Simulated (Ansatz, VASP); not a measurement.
# One calculation of Ge, two programs

The input INCAR:

```
SYSTEM = Ge
PREC = Accurate ; ENCUT = 520
EDIFF = 1E-6 ; ISMEAR = 0
SIGMA = 0.1 ; LREAL = .False.
LASPH = .True. ; NELM = 60
ALGO = Normal ; ISIF = 2
LWAVE = .False. ; LCHARG = .False.
GGA = CA ; NBANDS = 21
```

The input KPOINTS:

```
Automatic mesh
0
Gamma
  6 6 6
  0 0 0
```

File POSCAR:

```
Ge
1.0
    0.0000000000      2.8287700000      2.8287700000
    2.8287700000      0.0000000000      2.8287700000
    2.8287700000      2.8287700000      0.0000000000
Ge
2
Direct
    0.5000000000      0.5000000000      0.5000000000
    0.7500000000      0.7500000000      0.7500000000
```

Input for Ansatz:

```yaml
crystal:
  lattice:
    - [0.0, 2.82877, 2.82877]
    - [2.82877, 0.0, 2.82877]
    - [2.82877, 2.82877, 0.0]
  atoms:
    - { symbol: Ge, position: [0.5, 0.5, 0.5] }
    - { symbol: Ge, position: [0.75, 0.75, 0.75] }
basis:
  ecutwfc: 420
kpoints:
  mp_grid: { grid: [6, 6, 6] }
hamiltonian:
  xc: lda
scf:
  occupations: { method: gaussian, width: 0.1 }
output:
  forces: true
  stress: true
  eigenvalues: true
```

Alike in both runs: task single point; functional LDA; k mesh 6 × 6 × 6; occupations gaussian, width 0.1 eV; no spin polarisation.

```csv
,VASP,Ansatz
version,VASP 6.6.1,Ansatz 0.2.0
potentials or method,"VASP PAW LDA potentials, release 64 (Ge_d)","scalar-relativistic, plane waves, PAW"
plane-wave cutoff (eV),520,420
valence electrons in the cell,28,28
```

Ansatz gave:

```
gap on the k mesh at the Fermi level (eV) : none
pressure (GPa)                            : -1.1
```

Q: Estimate VASP's values.

A: gap on the k mesh at the Fermi level (eV): none; pressure (GPa): -1.0.

A gap of «none» marks a metal or a gap that the smearing closes.

Caveats: this crystal is a semiconductor, whose small gap the functional closes, so the metal is an error of the method.
